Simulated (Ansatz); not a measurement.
HfN:

```
Hf N
1.0
     2.82503    0.00000    0.00000
     0.00000    2.82503    0.00000
     0.00000    0.00000    2.82503
Hf N
1 1
Direct
  0.50000 0.50000 0.50000
  0.00000 0.00000 0.00000
```

The cell was built by a generator and needn't be a form met in nature.

Program: Ansatz 0.2.0. Alike in all runs: level PBE; no spin polarisation; cell as given; k mesh 9 × 9 × 9; smearing fermi-dirac 0.05 eV. Hardware: 2 threads of Intel(R) Xeon(R) Processor @ 2.70GHz (shared host).

Task: Order these runs on this cell by their wall time, lowest first.
A. task band structure; potentials or basis Ansatz NC; cutoff (eV) 1240; points for each segment of the path 14
B. task single point; potentials or basis Ansatz PAW; cutoff (eV) 350
C. task density of states; potentials or basis Ansatz PAW; cutoff (eV) 420

Result: B (0.67 s), C (1.7 s), A (4.1 s).

Caveats: spin-orbit coupling is left out, which moves the levels of the heavy elements (some runs); the cutoff lies under the one recommended for these potentials (some runs).
